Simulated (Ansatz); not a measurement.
Al:

```
Al
1.0
     0.00000    2.02481    2.02481
     2.02481    0.00000    2.02481
     2.02481    2.02481    0.00000
Al
1
Direct
  0.00000 0.00000 0.00000
```

Base run:

```yaml
Program: Ansatz 0.2.0
Functional: LDA
Potentials_or_basis: all-electron LAPW, scalar-relativistic
Cutoff: 131 eV (chosen from the basis error)
Basis_error_allowed: 0.001 eV/atom
k_mesh: 11 × 11 × 11
Occupations: methfessel-paxton, width 0.2 eV
Spin: no spin polarisation
```

Its results: pressure -3.6 GPa.

Question: The run is repeated on the same cell with these changes: functional from LDA to revPBE; occupations from methfessel-paxton, width 0.2 eV to fermi-dirac, width 0.05 eV. What comes out?

Answer: Pressure 0.7 GPa.
